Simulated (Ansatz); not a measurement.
A run of Ansatz 0.2.0:

input.yaml

```yaml
crystal:
  lattice:
    - [-3.23863296, 3.23863296, 3.90219629]
    - [3.23863296, -3.23863296, 3.90219629]
    - [3.23863296, 3.23863296, -3.90219629]
  atoms:
    - { symbol: Pb, position: [0.75, 0.75, 0.0] }
    - { symbol: Pb, position: [0.25, 0.25, 0.0] }
    - { symbol: Se, position: [0.129816735, 0.370183265, 0.5] }
    - { symbol: Se, position: [0.870183265, 0.629816735, 0.5] }
    - { symbol: Se, position: [0.370183265, 0.870183265, 0.24036653] }
    - { symbol: Se, position: [0.629816735, 0.129816735, 0.75963347] }
hamiltonian:
  xc: pbesol
  pseudopotentials: { kind: paw }
  dispersion: d4
kpoints:
  mp_grid: { grid: [6, 6, 6] }
scf:
  occupations: { method: fermi_dirac, width: 0.05 }
output:
  forces: true
  stress: true
  eigenvalues: true
relax:
  f_tol: 0.01
  max_steps: 40
  cell: { stress_tol: 0.05 }
```

Potentials or basis: Ansatz PAW.

Run with:

```console
$ ansatz run input.yaml --threads 2 --pin off --max-ram 5632MiB --backend cpu --events-out ev --progress --plain --runs-dir out
```

Hardware: 2 threads of Arm Neoverse V1, on a shared host.

Problem. How long does it take, and how much memory?

Solution. It took 43 s on 2 threads of Arm Neoverse V1, with other jobs on the host, peak memory 0.6 GiB. Counts: scf iterations 34, plane waves 2981, k points 30, bands 56, ion steps 5.
